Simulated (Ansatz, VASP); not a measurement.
## HfN in VASP and in Ansatz

The input INCAR:

```
SYSTEM = HfN
PREC = Accurate ; ENCUT = 520
EDIFF = 1E-7 ; ISMEAR = -1
SIGMA = 0.05 ; LREAL = .False.
LASPH = .True. ; NELM = 80
ALGO = Normal ; ISIF = 2
LWAVE = .False. ; LCHARG = .True.
GGA = PE ; LELF = .True.
LVHAR = .True. ; NBANDS = 23
```

The input KPOINTS:

```
regular mesh
0
Gamma
  8 8 4
  0 0 0
```

POSCAR

```
HfN
1.0
    3.1953727811      0.0000000000      0.0000000000
   -1.5976863905      2.7672740630      0.0000000000
    0.0000000000      0.0000000000      5.5230061089
Hf N
2 2
Direct
    0.6666666667      0.3333333333      0.7500000000
    0.3333333333      0.6666666667      0.2500000000
    0.0000000000      0.0000000000      0.0000000000
    0.0000000000      0.0000000000      0.5000000000
```

Input for Ansatz:

```yaml
crystal:
  lattice:
    - [3.195372781091563, 0.0, 0.0]
    - [-1.5976863905457814, 2.7672740630180814, 0.0]
    - [0.0, 0.0, 5.523006108886344]
  atoms:
    - { symbol: Hf, position: [0.6666666666666666, 0.3333333333333333, 0.75] }
    - { symbol: Hf, position: [0.3333333333333333, 0.6666666666666666, 0.25] }
    - { symbol: "N", position: [0.0, 0.0, 0.0] }
    - { symbol: "N", position: [0.0, 0.0, 0.5] }
basis:
  ecutwfc: 557.833418042754
kpoints:
  mp_grid:
    grid: [8, 8, 4]
hamiltonian:
  xc: pbe
scf:
  convergence:
    dr2_threshold: 1.0e-08
  occupations:
    method: fermi_dirac
    width: 0.05
output:
  stress: true
```

The cell comes from a database or a generator and needn't be the stable form of this composition.

Alike in both runs: task single point; functional PBE; k mesh 8 × 8 × 4; occupations fermi-dirac, width 0.05 eV; no spin polarisation.

|  | VASP | Ansatz |
| --- | --- | --- |
| version | VASP 6.6.1 | Ansatz 0.2.0 |
| potentials or method | VASP PAW PBE potentials, release 64 (Hf_pv, N) | plane waves, PAW |
| plane-wave cutoff (eV) | 520 | 558 |
| valence electrons in the cell | 30 | 62 |

Ansatz gave:

| Quantity | Value |
| --- | --- |
| pressure (GPa) | -8.4 |
| largest component of the traceless stress (GPa) | 0.11 |

Which values does VASP return?

Pressure (GPa): -10.5; largest component of the traceless stress (GPa): 0.12.

The functional is the same, so the differences come from potentials, cutoffs and numerics. The two sets of potentials don't hold the same shells in valence. Ansatz warned: «stress_scf_threshold_loose».

The runs have no spin-orbit coupling, so splittings on Hf are missing.
